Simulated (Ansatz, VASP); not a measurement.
**NiO: VASP beside Ansatz**

```
Ni O
1.0
     0.00000    2.25547    2.25547
     2.25547    0.00000    2.25547
     2.25547    2.25547    0.00000
Ni O
1 1
Direct
  0.00000 0.00000 0.00000
  0.75000 0.75000 0.75000
```

Change from the starting cell: volume scaled by 1.02.

Alike in both runs: task single point; functional PBE; k mesh 10 × 10 × 10; occupations fermi-dirac, width 0.05 eV; collinear spin, ferromagnetic start.

|  | VASP | Ansatz |
| --- | --- | --- |
| version | VASP 6.6.1 | Ansatz 0.2.0 |
| potentials or method | VASP PAW PBE potentials, release 64 (Ni, O) | Ansatz PAW |
| plane-wave cutoff (eV) | 520 | 420 |
| valence electrons in the cell | 16 | 24 |

VASP gave:

```
gap on the k mesh at the Fermi level (eV)                     : none
pressure (GPa)                                                : -2.5
net moment per atom (μB)                                      : 0.97
size of the moment on the site where the two differ most (μB) : 1.51
```

Task: Estimate Ansatz's values.

Result: gap on the k mesh at the Fermi level (eV): none; pressure (GPa): -2.7; net moment per atom (μB): 0.98; size of the moment on the site where the two differ most (μB): 1.48.

Site moments also hang on the region over which each program counts them. A gap of «none» marks a metal or a gap that the smearing closes. The two sets of potentials don't hold the same shells in valence.

Caveats: a cell with one magnetic atom can't hold antiferromagnetic order, which such compounds often take; semilocal functionals often make such compounds metallic where correlation or magnetic order opens a gap, which also shifts bond lengths; the pressure holds a Pulay correction of +0.6 GPa for the finite cutoff (Ansatz).
